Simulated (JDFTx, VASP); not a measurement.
This is a calculation of GaN for JDFTx 1.7.0 (patched build). The cell is a database's computed one, not the measured one.

The input GaN.in:

```
lattice Face-Centered Cubic 8.5169979397
coords-type Lattice
ion Ga     0.0000000000     0.0000000000     0.0000000000 1
ion N      0.2500000000     0.2500000000     0.2500000000 1

ion-species pseudo/Ga.upf
ion-species pseudo/N.upf
elec-cutoff 40 320
elec-ex-corr mgga-x-r2scan mgga-c-r2scan
kpoint-folding 10 10 10
elec-smearing Fermi 0.0018374661
elec-n-bands 15
electronic-SCF nIterations 100 energyDiffThreshold 1e-09
electronic-minimize nIterations 30 energyDiffThreshold 1e-7
converge-empty-states yes
forces-output-coords Cartesian

dump-name run.$VAR
dump End Ecomponents EigStats BandEigs Kpoints Forces Stress ElecDensity KEdensity
```

Potentials or basis: SG15-PBE-1.2.

Command:

```bash
$ jdftx -c 1 -i GaN.in -o GaN.out
```

Task: What does the same run look like in VASP 6.6.1? Potentials or basis there: PBE PAW files Ga_d, N, 520 eV.

Result: As run (cutoffs and basis follow the program's own potentials, and thresholds, step limits or extra output files can differ):

The input INCAR:

```
SYSTEM = GaN
ALGO = Normal
EDIFF = 1E-6
ENCUT = 520
ISIF = 2
ISMEAR = -1
LASPH = .True.
LCHARG = .True.
LELF = .True.
LMIXTAU = .True.
LREAL = .False.
LVHAR = .True.
LWAVE = .False.
METAGGA = R2SCAN
NBANDS = 16
NELM = 60
PREC = Accurate
SIGMA = 0.05
```

Contents of KPOINTS:

```
k-points
0
Gamma
  10 10 10
  0 0 0
```

POSCAR

```
GaN
1.0
    0.0000000000      2.2535006075      2.2535006075
    2.2535006075      0.0000000000      2.2535006075
    2.2535006075      2.2535006075      0.0000000000
Ga N
1 1
Direct
    0.0000000000      0.0000000000      0.0000000000
    0.2500000000      0.2500000000      0.2500000000
```

Potentials or basis: VASP PAW PBE potentials, release 64 (Ga_d, N).

The run is started by

```sh
$ cat potpaw_PBE.64/Ga_d/POTCAR potpaw_PBE.64/N/POTCAR > POTCAR
$ mpirun -np 1 vasp_std > vasp.out
```

Both were run:

|  | JDFTx | VASP |
| --- | --- | --- |
| Pressure | -3.5 GPa | -0.1 GPa |

JDFTx's potentials were made for PBE. VASP's potentials were made for PBE.

The two runs disagree by more than potentials and bases usually give (in gap, levels, pressure or energy); the cause wasn't traced.

Pressure is positive in compression.
